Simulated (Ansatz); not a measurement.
**PtS2 (P-3m1): response to moved atoms and strain**

How does PtS2 (P-3m1) push back when it is distorted? Each run changes the relaxed cell in one way.

The COD entry's cell or inner coordinates are ideal or old and differ from later refinements, so a difference from it is no clean test against experiment.

Computed with Ansatz 0.2.0 (DFT PBE with spin–orbit coupling, plane waves, PAW, unless a step's input says otherwise).

### 1 Starting point

It takes space group P-3m1 (No. 164, trigonal). The conventional cell has a = 3.575 Å, b = 3.575 Å, c = 6.430 Å, α = 90.00°, β = 90.00°, γ = 120.00°. Around Pt (site symmetry -3m) lie 6 S at 2.40 Å. Around S (site symmetry 3m) lie 3 Pt at 2.40 Å.

Coordinates:

```cif
data_structure
_symmetry_space_group_name_H-M 'P 1'
_symmetry_Int_Tables_number 1
_cell_length_a 3.5750
_cell_length_b 3.5750
_cell_length_c 6.4298
_cell_angle_alpha 90.000
_cell_angle_beta 90.000
_cell_angle_gamma 120.000
_cell_volume 71.17
loop_
_atom_site_label
_atom_site_type_symbol
_atom_site_fract_x
_atom_site_fract_y
_atom_site_fract_z
_atom_site_occupancy
Pt1 Pt 0.00000 0.00000 0.00000 1
S1 S 0.33333 0.66667 0.19137 1
S2 S 0.66667 0.33333 0.80863 1
```

An earlier run at PBE with spin–orbit coupling left this cell at 23.723 Å³/atom and 0.00 GPa (8×8×4 mesh).

The changes: atom 2 (S) moved 0.12 Å along z; strain e6 = -0.02, atoms carried along.

### 2 Atom 2 (S) moved 0.12 Å along z

Input file input.yaml:

```yaml
crystal:
  lattice:
    - [3.5750232019, 0.0, 0.0]
    - [-1.7875116009, 3.096060912, 0.0]
    - [0.0, 0.0, 6.4298417778]
  atoms:
    - { symbol: Pt, position: [0.0, 0.0, 0.0] }
    - { symbol: S, position: [0.3333333333, 0.6666666667, 0.210034668] }
    - { symbol: S, position: [0.6666666667, 0.3333333333, 0.8086283107] }
basis:
  ecutwfc: 420
  ecutrho_ratio: 4
kpoints:
  mp_grid: { grid: [8, 8, 4] }
hamiltonian:
  xc: pbe
scf:
  occupations: { method: gaussian, width: 0.05 }
output:
  forces: true
  stress: true
  eigenvalues: true
  populations: true
  write_density: true
  write_potential: true
  elf: true
  volumetric_format: npy
magnetization:
  noncollinear: true
  spin_orbit: true
```

The run is started by

```sh
> ansatz run input.yaml --threads 4 --pin off --max-ram 7168MiB --backend cpu --events-out ev --progress --plain --runs-dir out
```

After this run come: Strain e6 = -0.02, atoms carried along.

Before running it: what results should come out? Wanted: for each run, change; change of free energy; largest force; largest change of stress.

**Answer**, as computed:

| change | change of free energy (meV/atom) | largest force (eV/Å) | largest change of stress (GPa) |
| --- | --- | --- | --- |
| atom 2 (S) moved 0.12 Å along z | 23.90 | 1.154 | 4.00 |
| strain e6 = -0.02, atoms carried along | 1.97 | 0.118 | 1.33 |

Moving atom 2 by 0.12 Å meets a restoring force of 1.156 eV/Å along the move, a force constant of about 9.6 eV/Å². The strain e6 = -0.02 changes that stress component by +1.33 GPa (compression positive), a ratio of 67 GPa; that is a secant over a finite strain with the atoms carried along, not the elastic constant. No change lowers the energy by more than 0.5 meV/atom; other distortions weren't tried. No dispersion term is included, so distances between weakly bound layers or units are the least certain numbers.
